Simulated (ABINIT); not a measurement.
**MoS2 in ABINIT: convergence with cutoff**

Crystal: MoS2.

```
Mo S
1.0
     1.58000    0.91221    6.15000
    -1.58000    0.91221    6.15000
     0.00000   -1.82443    6.15000
Mo S
1 2
Cartesian
  0.0102 -0.0081 -0.0121
  -0.0599 -0.0380 7.7439
  -0.0031 -0.0316 4.5895
```

The cell isn't the ideal one: atoms moved at random, drawn with an rms of 0.05 Å.

- Program: ABINIT 10.8.3 (patched build)
- Task: single point
- Functional: LDA
- Potentials or basis: SPMS NC PBE v1.0
- Cutoff: 245 eV
- k mesh: 5 × 5 × 5
- Occupations: methfessel-paxton, width 0.1 eV
- Spin: no spin polarisation

These are the settings of the first run; the series varies cutoff, with any setting tied to it.

Hardware: 1 thread of Arm Neoverse V1, on a shared host.

Task: The values tried are 9 Ha, 11 Ha, 13 Ha, 15.5 Ha, 18.5 Ha, 22 Ha, 25.5 Ha, 29.5 Ha, 35 Ha, loosest first. From which on does the largest force stay within 0.005 eV/Å of the tightest run that finished?

Result: From 15.5 Ha on.

| cutoff | energy less the tightest run (meV/atom) | largest force (eV/Å) | gap on the mesh (eV) | SCF cycles | CPU time (s) | peak memory (GiB) |
| --- | --- | --- | --- | --- | --- | --- |
| 9 Ha | 2601.18 | 1.171 | 0.862 | 12 | 52 | 0.06 |
| 11 Ha | 1011.43 | 1.233 | 0.930 | 12 | 71 | 0.07 |
| 13 Ha | 381.50 | 1.244 | 0.874 | 12 | 76 | 0.07 |
| 15.5 Ha | 101.72 | 1.189 | 0.850 | 12 | 120 | 0.08 |
| 18.5 Ha | 16.26 | 1.192 | 0.856 | 12 | 150 | 0.09 |
| 22 Ha | 1.83 | 1.194 | 0.855 | 12 | 220 | 0.11 |
| 25.5 Ha | 0.39 | 1.193 | 0.855 | 13 | 290 | 0.13 |
| 29.5 Ha | 0.10 | 1.193 | 0.855 | 13 | 300 | 0.14 |
| 35 Ha | 0.00 | 1.193 | 0.855 | 13 | 550 | 0.2 |

Against the tightest run, the energy stays within 1 meV/atom from 25.5 Ha on; the gap on the mesh stays within 0.01 eV from 15.5 Ha on. The tightest run that finished is the yardstick and may itself not be fully converged.

Caveat, for the tightest run too: the k mesh is coarse (spacing up to 0.46 Å⁻¹), so the values aren't converged; the potentials were made for another functional, which shifts forces and pressure; an odd mesh through Γ misses points on the zone boundary, where band edges often lie.
